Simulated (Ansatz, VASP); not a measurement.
**HfB4: VASP beside Ansatz**

The input INCAR:

```
SYSTEM = HfB4
ALGO = Normal ; EDIFF = 1E-6
ENCUT = 520 ; GGA = PE
ISIF = 2 ; ISMEAR = 0
LASPH = .TRUE. ; LCHARG = .FALSE.
LREAL = .FALSE. ; LWAVE = .FALSE.
NBANDS = 19 ; NELM = 60
PREC = Accurate ; SIGMA = 0.1
```

KPOINTS

```
k-points
0
G
  6 6 4
  0 0 0
```

Contents of POSCAR:

```
HfB4
1.0
    3.0926438800      0.0000000000      0.0000000000
   -1.5463219400      2.6783081600      0.0000000000
    0.0000000000      0.0000000000      5.0455236400
Hf B
1 4
Direct
    0.0000000000      0.0000000000      0.0000000000
    0.0000000000      0.0000000000      0.3760019000
    0.0000000000      0.0000000000      0.6239981000
    0.3333333300      0.6666666700      0.0000000000
    0.6666666700      0.3333333300      0.0000000000
```

Input for Ansatz:

```yaml
crystal:
  lattice:
    - [3.09264388, 0.0, 0.0]
    - [-1.54632194, 2.67830816, 0.0]
    - [0.0, 0.0, 5.04552364]
  atoms:
    - { symbol: Hf, position: [0.0, 0.0, 0.0] }
    - { symbol: B, position: [0.0, 0.0, 0.3760019] }
    - { symbol: B, position: [0.0, 0.0, 0.6239981] }
    - { symbol: B, position: [0.33333333, 0.66666667, 0.0] }
    - { symbol: B, position: [0.66666667, 0.33333333, 0.0] }
basis:
  ecutwfc: 420
kpoints:
  mp_grid: { grid: [6, 6, 4] }
hamiltonian:
  xc: pbe
scf:
  occupations: { method: gaussian, width: 0.1 }
  lower_state_search: "off"
output:
  forces: true
  stress: true
  eigenvalues: true
```

Alike in both runs: task single point; functional PBE; k mesh 6 × 6 × 4; occupations gaussian, width 0.1 eV; no spin polarisation.

|  | VASP | Ansatz |
| --- | --- | --- |
| version | VASP 6.6.1 | Ansatz 0.2.0 |
| potentials or method | VASP PAW PBE potentials, release 64 (Hf_pv, B) | scalar-relativistic, plane waves, PAW |
| plane-wave cutoff (eV) | 520 | 420 |
| valence electrons in the cell | 22 | 38 |

Ansatz gave:

| Item | Value |
| --- | --- |
| gap on the k mesh at the Fermi level (eV) | none |
| rms of the force components (eV/Å) | 4.140 |

Problem. Estimate VASP's values.

Solution. gap on the k mesh at the Fermi level (eV): none; rms of the force components (eV/Å): 4.047.

Atom by atom the forces differ by 0.092 eV/Å (rms over components). A gap of «none» marks a metal or a gap that the smearing closes. The two sets of potentials don't hold the same shells in valence.

Caveats: the k mesh is coarse (spacing up to 0.39 Å⁻¹), so the values aren't converged; forces of over 1 eV/Å show positions far from the minimum, so gaps and moduli don't describe the material at rest. The runs have no spin-orbit coupling, so splittings on Hf are missing.
